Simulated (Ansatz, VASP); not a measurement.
**Two plane-wave programs on InSb**

The input INCAR:

```
SYSTEM = InSb
ALGO = Normal ; EDIFF = 1E-7
ENCUT = 520 ; GGA = PS
ISIF = 2 ; ISMEAR = -1
LASPH = .True. ; LCHARG = .True.
LELF = .True. ; LREAL = .False.
LVHAR = .True. ; LWAVE = .False.
NBANDS = 16 ; NELM = 60
PREC = Accurate ; SIGMA = 0.02
```

KPOINTS

```
k-points
0
Gamma
  6 6 6
  0 0 0
```

POSCAR

```
InSb
1.0
    3.7689762345      0.0000000000      0.0000000000
    0.0000000000      3.7689762345      0.0000000000
    0.0000000000      0.0000000000      3.7689762345
In Sb
1 1
Direct
    0.0000000000      0.0000000000      0.0000000000
    0.5000000000      0.5000000000      0.5000000000
```

Input for Ansatz:

```yaml
crystal:
  lattice:
    - [3.7689762345, 0.0, 0.0]
    - [0.0, 3.7689762345, 0.0]
    - [0.0, 0.0, 3.7689762345]
  atoms:
    - { symbol: In, position: [0.0, 0.0, 0.0] }
    - { symbol: Sb, position: [0.5, 0.5, 0.5] }
kpoints:
  mp_grid: { grid: [6, 6, 6] }
hamiltonian:
  xc: pbesol
scf:
  occupations: { method: fermi_dirac, width: 0.02 }
  n_extra_bands: 4
output:
  forces: true
  stress: true
  eigenvalues: true
```

Alike in both runs: task single point; functional PBEsol; k mesh 6 × 6 × 6; occupations fermi-dirac, width 0.02 eV; no spin polarisation.

```csv
,VASP,Ansatz
version,VASP 6.6.1,Ansatz 0.2.0
potentials or method,"VASP PAW PBE potentials, release 64 (In_d, Sb)",plane waves
plane-wave cutoff (eV),520,420
valence electrons in the cell,18,28
```

|  | VASP | Ansatz | Ansatz less VASP |
| --- | --- | --- | --- |
| pressure (GPa) | -1.9 | -1.9 | +0.02 |

The functional is the same, so the differences come from potentials, cutoffs and numerics. The two sets of potentials don't hold the same shells in valence.

Caveats: the PAW data sets were made with another functional, which shifts forces and pressure a little (VASP). The runs have no spin-orbit coupling, so splittings on Sb are missing.
